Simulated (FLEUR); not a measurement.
**Y: equation of state with SCAN**

Y:

```
Y
1.0
     3.64740    0.00000    0.00000
    -1.82370    3.15874    0.00000
     0.00000    0.00000    5.73060
Y
2
Direct
  0.66667 0.33333 0.75000
  0.33333 0.66667 0.25000
```

| Item | Value |
| --- | --- |
| Program | FLEUR MaX-R8.1 (later development tree) |
| Task | equation of state |
| Functional | SCAN |
| Potentials or basis | all-electron |
| Basis | FLAPW |
| Kmax | 4.1 1/bohr |
| k mesh | 8 × 8 × 5 |
| Occupations | fermi-dirac, width 0.05 eV |
| Spin | no spin polarisation |
| Gmax | 12.7 1/bohr |
| Muffin-tin radii | Y 2.66 bohr |
| lmax | Y 11 |
| Local orbitals a species | Y 5 |

* Equilibrium volume: 33.30 Å³/atom
* Bulk modulus at fixed shape and positions: 41 GPa

Energy against volume, from the lowest point:
```tsv
volume (Å³/atom)	energy (meV/atom)
31.031	21.33
31.691	10.27
33.012	0.00
34.332	3.62
34.992	9.92
```

Caveat: the meta-GGA is that of a development version, with a GGA for the radial functions and cores and without core tails; the cell was scaled at fixed shape and fractional positions, which overstates the stiffness of a crystal with free parameters, most of all of layers and chains.
